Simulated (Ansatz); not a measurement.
The system is CuO (Tenorite).

```xyz
4
Lattice="2.3447 -1.7134 0.0000 2.3447 1.7134 0.0000 -0.8606 0.0000 5.0594" Properties=species:S:1:pos:R:3 pbc="T T T"
Cu    0.7420   -0.8457    2.5297
Cu    1.1723    0.8457    0.0000
O     1.6421    0.2841    3.8133
O     2.0724   -0.2841    1.2836
```

```yaml
Program: Ansatz 0.2.0
Task: relaxation of cell and atoms
Functional: PBEsol
Potentials_or_basis: all-electron LAPW, scalar-relativistic
Basis_error_allowed: 0.002 eV/atom
k_mesh: 8 × 8 × 4
Occupations: fermi-dirac, width 0.05 eV
Spin: no spin polarisation
```

At the start: volume 10.16 Å³/atom.

**Question.** How do energy, volume and symmetry change on relaxing?

**Answer.** Over 12 steps the energy falls by 50.4 meV/atom and the volume is 10.66 Å³/atom (+4.9 %); space group P4_2/mmc (No. 131, to 0.05 Å).

Step by step:
```tsv
step	energy change (eV)	largest force (eV/Å)	volume (Å³)
1	0.0000	0.7627	40.65
2	-0.0427	0.6083	40.73
3	-0.1290	0.1187	41.30
4	-0.1581	0.1684	42.04
5	-0.1836	0.0973	41.87
6	-0.1939	0.0293	42.57
7	-0.1949	0.0018	42.62
8	-0.1950	0.0002	42.63
9	-0.2010	0.0002	42.63
10	-0.2016	0.0005	42.64
11	-0.2016	0.0001	42.64
12	-0.2017	0.0001	42.64
```

Final structure:
```yaml
crystal:
  lattice:
    - [2.04113, -2.04393, 0.16191]
    - [2.04113, 2.04393, 0.16191]
    - [-0.39977, 0.00000, 5.07903]
  atoms:
    - { symbol: Cu, position: [0.49425, 0.99425, 0.50185] }
    - { symbol: Cu, position: [0.99425, 0.49425, 0.00185] }
    - { symbol: O, position: [0.49441, 0.49410, 0.75185] }
    - { symbol: O, position: [0.49410, 0.49441, 0.25185] }
```

Caveat: the k mesh is thin for a metal, which can move the energy by tens of meV per atom; the run has no spin polarisation, though such a crystal can be magnetic.
